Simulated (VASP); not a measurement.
# C in VASP: further runs, part 2 of 2

VASP 6.6.1. Earlier steps stand in the parts before.

**5. Band structure, PBE+D3(BJ)**

Contents of INCAR:

```
SYSTEM = C
  ALGO = Normal
  DIPOL = 0.5 0.5 0.500
  EDIFF = 1E-6
  ENCUT = 520
  GGA = PE
  IDIPOL = 3
  ISIF = 2
  ISMEAR = 0
  IVDW = 12
  KPAR = 4
  LASPH = .True.
  LCHARG = .False.
  LDIPOL = .True.
  LREAL = .False.
  LVACPOTAV = .True.
  LVHAR = .True.
  LWAVE = .False.
  NBANDS = 16
  NELM = 80
  PREC = Accurate
  SIGMA = 0.03
```

Contents of KPOINTS:

```
k-points
0
Gamma
  9 9 1
  0 0 0
```

Contents of POSCAR:

```
C                                       
1.0
    2.4656797296      0.0000000000      0.0000000000
   -1.2328398648      2.1353412860      0.0000000000
    0.0000000000      0.0000000000     21.4289500000
  C             
     4
Direct
     0.0000000000000000    0.0000000000000000    0.4207967696831503
     0.6666666699999979    0.3333333300000021    0.4207717616953062
     0.0000000000000000    0.0000000000000000    0.5792020825345219
     0.3333333300000021    0.6666666699999979    0.5792293860870217
```

Contents of KPOINTS_OPT:

```
explicit points
3
Reciprocal
 0.0000000000  0.0000000000  0.0000000000 1
 0.5000000000  0.0000000000  0.0000000000 1
 0.3333333300  0.3333333300  0.0000000000 1
```

Potentials or basis: VASP PAW PBE potentials, release 64 (C).

Command:

```console
$ cat potpaw_PBE.64/C/POTCAR > POTCAR
$ mpirun -np 4 vasp_std > vasp.out
```

OUTCAR:

```text
SYSTEM = C
   EDIFF = 1E-6
   ENCUT = 520
   GGA = PE
   ISIF = 2
   ISMEAR = 0
   IVDW = 12
   LASPH = .True.
   LREAL = .False.
   NELM = 80
   PREC = Accurate
 IVDW          = 12

 ion  position               nearest neighbor table
   1  0.000  0.000  0.421-   2 1.42   2 1.42   2 1.42
   2  0.667  0.333  0.421-   1 1.42   1 1.42   1 1.42
   3  0.000  0.000  0.579-   4 1.42   4 1.42   4 1.42
   4  0.333  0.667  0.579-   3 1.42   3 1.42   3 1.42

  LATTYP: Found a hexagonal cell.
 ALAT       =     2.4656797296
 C/A-ratio  =     8.6908894707

  Lattice vectors:

 A1 = (   2.4656797296,   0.0000000000,   0.0000000000)
 A2 = (  -1.2328398648,   2.1353412860,   0.0000000000)
 A3 = (   0.0000000000,   0.0000000000,  21.4289500000)

Analysis of symmetry for initial positions (statically):
=====================================================================
 Subroutine PRICEL returns:
 Original cell was already a primitive cell.

 Routine SETGRP: Setting up the symmetry group for a
 hexagonal supercell.

 Subroutine GETGRP returns: Found 12 space group operations
 (whereof 12 operations were pure point group operations)
 out of a pool of 24 trial point group operations.

The static configuration has the point symmetry D_3d.
[... 165 lines left out ...]
  band No.  band energies     occupation
      1     -21.0472      2.00000
      2     -20.9100      2.00000
      3      -9.5231      2.00000
      4      -8.6060      2.00000
      5      -4.4994      2.00000
      6      -4.4994      2.00000
[... 205 lines left out ...]
      3     -14.0522      2.00000
      4     -14.0112      2.00000
      5     -12.0126      2.00000
      6     -12.0126      2.00000
[... 8 lines left out ...]
     15      11.4815      0.00000
     16      12.2309      0.00000

------------------------ aborting loop because EDIFF is reached ----------------------------------------

 Edisp (eV)   -0.47517

 E8    (eV) :    -0.1421

  FORCE on cell =-STRESS in cart. coord.  units (eV):
  Direction    XX          YY          ZZ          XY          YZ          ZX
  --------------------------------------------------------------------------------------
  -------------------------------------------------------------------------------------
  Total       0.15392     0.15392    -0.06312     0.00000     0.00000     0.00000
  in kB       2.18573     2.18573    -0.89639     0.00000     0.00000     0.00000
  external pressure =        1.16 kB  Pullay stress =        0.00 kB

 VOLUME and BASIS-vectors are now :
 -----------------------------------------------------------------------------
  energy-cutoff  :      520.00
  volume of cell :      112.82
      direct lattice vectors                 reciprocal lattice vectors
     2.465679730  0.000000000  0.000000000     0.405567677  0.234154607  0.000000000
    -1.232839865  2.135341286  0.000000000     0.000000000  0.468309214  0.000000000
     0.000000000  0.000000000 21.428950000     0.000000000  0.000000000  0.046665842

 POSITION                                       TOTAL-FORCE (eV/Angst)
 -----------------------------------------------------------------------------------
      0.00000      0.00000      9.01723        -0.000000      0.000000      0.014738
      1.23284      0.71178      9.01670        -0.000000     -0.000000     -0.002984
      0.00000      0.00000     12.41169        -0.000000     -0.000000     -0.014738
     -0.00000      1.42356     12.41228         0.000000      0.000000      0.002984
 -----------------------------------------------------------------------------------
    total drift:                                0.000000     -0.000000     -0.000011

  FREE ENERGIE OF THE ION-ELECTRON SYSTEM (eV)
  ---------------------------------------------------
  free  energy   TOTEN  =       -37.3335109744 eV

  energy  without entropy=      -37.3326751380  energy(sigma->0) =      -37.33309306

 vacuum level on the upper side and lower side of the slab         2.807         2.807
```

OSZICAR:

```text
N       E                     dE             d eps       ncg     rms          rms(c)
DAV:   1     0.105846802130E+03    0.10585E+03   -0.63899E+03   384   0.786E+02
DAV:   2    -0.286377224901E+02   -0.13448E+03   -0.11896E+03   592   0.190E+02
DAV:   3    -0.391104787937E+02   -0.10473E+02   -0.10384E+02   512   0.580E+01
[... 18 lines left out ...]
   1 F= -.37333511E+02 E0= -.37333093E+02  d E =-.835836E-03
       N       E                     dE             ncg
DAV:   1    -0.229987598931E+02   -0.17617E+04       96
DAV:   2    -0.354280342620E+03   -0.33128E+03      120
DAV:   3    -0.392830542807E+03   -0.38550E+02      136
DAV:   4    -0.393809775745E+03   -0.97923E+00      112
DAV:   5    -0.393863979302E+03   -0.54204E-01      152
DAV:   6    -0.393864350026E+03   -0.37072E-03      120
DAV:   7    -0.393864361962E+03   -0.11936E-04      152
DAV:   8    -0.393864362152E+03   -0.19011E-06      104
```

It took 14 s on 4 MPI ranks of Intel Xeon Platinum 8559C (Emerald Rapids), shared host; peak memory 0.22 GiB.

Results:

```yaml
Free_energy: -37.3335 eV
Largest_force: 0.015 eV/Å
Band_gap_along_the_path: none (metal or under the smearing width)
Dispersion_energy_per_atom: -0.119 eV
Work_function_of_the_upper_face: 4.27 eV
Work_function_of_the_lower_face: 4.27 eV
```

Forces in eV/Å, atoms in the order of the input:
```
C    0.000  0.000  0.015
C    0.000  0.000 -0.003
C    0.000  0.000 -0.015
C    0.000  0.000  0.003
```

Levels at points of the mesh, in eV from the Fermi level:
```tsv
k point	band 5	band 6	band 7	band 8	band 9	band 10	band 11	band 12
(0.00, 0.00, 0.00)	-3.03	-3.03	-3.02	-3.02	3.42	3.80	4.50	5.48
```

**6. Overview**

| level | potentials or basis | k mesh | largest force (eV/Å) | work function (eV) |
| --- | --- | --- | --- | --- |
| PBE+D3(BJ) | VASP PAW PBE potentials, release 64 (C) | 15 × 15 × 1 | - | 4.28 |
| r2SCAN | VASP PAW PBE potentials, release 64 (C) | 15 × 15 × 1 | 0.02 | 4.34 |
| LDA | VASP PAW LDA potentials, release 64 (C) | 15 × 15 × 1 | 0.01 | 4.58 |
| PBE+D3(BJ) | VASP PAW PBE potentials, release 64 (C) | 9 × 9 × 1 | 0.01 | 4.27 |

Alike in all rows: task band structure; no spin polarisation; cell as given; cutoff (eV) 520; smearing gaussian 0.03 eV.

Caveats: the PAW data sets were made with another functional, which shifts forces and pressure a little (some runs).

Total energies depend on the potentials used, so only differences within one code and one set of settings carry meaning.
